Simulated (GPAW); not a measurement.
A run of GPAW 26.7.0 is set up as follows.

Contents of run.py:

```python
from ase.dft.bandgap import bandgap
from ase.io import read, write
from ase.units import Bohr, GPa
from gpaw import GPAW, PW, setup_paths
from gpaw.elf import elf_from_dft_calculation

setup_paths.insert(0, '.')

atoms = read('POSCAR')

calc = GPAW(mode=PW(600),
            xc='PBEsol',
            kpts={'size': (8, 8, 8), 'gamma': True},
            occupations={'name': 'methfessel-paxton', 'width': 0.1, 'order': 1},
            setups={'Nb': ':d,6.0'},
            nbands=26,
            convergence={'density': 1e-05, 'energy': 1e-05},
            maxiter=150,
            txt='gpaw.txt')
atoms.calc = calc
energy = atoms.get_potential_energy()
forces = atoms.get_forces()
stress = atoms.get_stress()
calc.write('gs.gpw')
write('result.traj', atoms)
print(f'Energy: {energy:.6f} eV')
print('Forces (eV/A):')
print(forces.round(4))
print('Stress (GPa):', (stress / GPa).round(3))
print('Fermi level:', round(calc.get_fermi_level(), 4), 'eV')
print(f'Gap: {bandgap(calc)[0]:.4f} eV, direct: {bandgap(calc, direct=True)[0]:.4f} eV')

# fields on the real-space grid
write('density.cube', atoms, data=calc.get_pseudo_density() * Bohr**3)
write('potential.cube', atoms, data=calc.get_electrostatic_potential())
write('elf.cube', atoms, data=elf_from_dft_calculation(calc).data)
```

Contents of POSCAR:

```
Nb
1.0
    3.3279000000      0.0000000000      0.0000000000
    0.0000000000      3.3279000000      0.0000000000
    0.0000000000      0.0000000000      3.3279000000
Nb
2
Direct
    0.0000000000      0.0000000000      0.0000000000
    0.5000000000      0.5000000000      0.5000000000
```

Potentials or basis: PAW data sets generated in the run's folder for this functional, pw.

The run is started by

```console
$ gpaw-setup -f PBEsol Nb
$ OMP_NUM_THREADS=1 python run.py
```

(1) Predict the band gap on the k mesh.

(2) Estimate the pressure.

## Answers

(1) none (metal or under the smearing width).

(2) 5.6 GPa.

Caveat: this smearing can pin the Fermi level at a band edge; U without spin polarisation on a metal has little footing; the U is typed as a test and isn't derived for this compound.
